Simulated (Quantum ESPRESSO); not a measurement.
MgS (Niningerite) in Quantum ESPRESSO: the effect of target pressure

The system is MgS (Niningerite).

```xyz
2
Lattice="0.0000 2.6016 2.6016 2.6016 0.0000 2.6016 2.6016 2.6016 0.0000" Properties=species:S:1:pos:R:3 pbc="T T T"
S     2.6016    2.6016    2.6016
Mg    0.0000    0.0000    0.0000
```

Alike in all runs:

- Program: Quantum ESPRESSO 7.5
- Task: relaxation of cell and atoms
- Functional: LDA
- Potentials or basis: SSSP 1.3 efficiency PBE
- Cutoff: 857 eV
- Density cutoff: 6884 eV
- k mesh: 9 × 9 × 9
- Occupations: fermi-dirac, width 0.05 eV
- Spin: no spin polarisation

Each run relaxes the cell or the atoms first.

```tsv
target pressure	relaxed volume (Å³/atom)	gap on the mesh (eV)
0 GPa	17.01	2.73
2 GPa	16.63	2.78
5 GPa	16.12	2.84
10 GPa	?	?
20 GPa	14.36	3.07
30 GPa	13.57	3.17
```

Task: What does the run with target pressure 10 GPa give?

Result: Relaxed volume 15.42 Å³/atom; gap on the mesh 2.93 eV.

Worked out: In Murnaghan's law V^(-B') rises as a straight line in P. The other rows fit best with B' = 3.8, V0 = 17.01 Å³/atom and B0 = 84 GPa, which gives 15.42 Å³/atom at 10 GPa, against the run's 15.42. A parabola through the other rows of the gap on the mesh, of slope 0.0169 eV per GPa there, gives 2.93 eV, against the run's 2.93.

Caveats: the potentials were made for another functional, which shifts forces and pressure; an odd mesh through Γ misses points on the zone boundary, where band edges often lie; the volume moved by over 15 % at a fixed basis, so the end points are rough (some runs).

Runs at the PBE level aren't shown here.
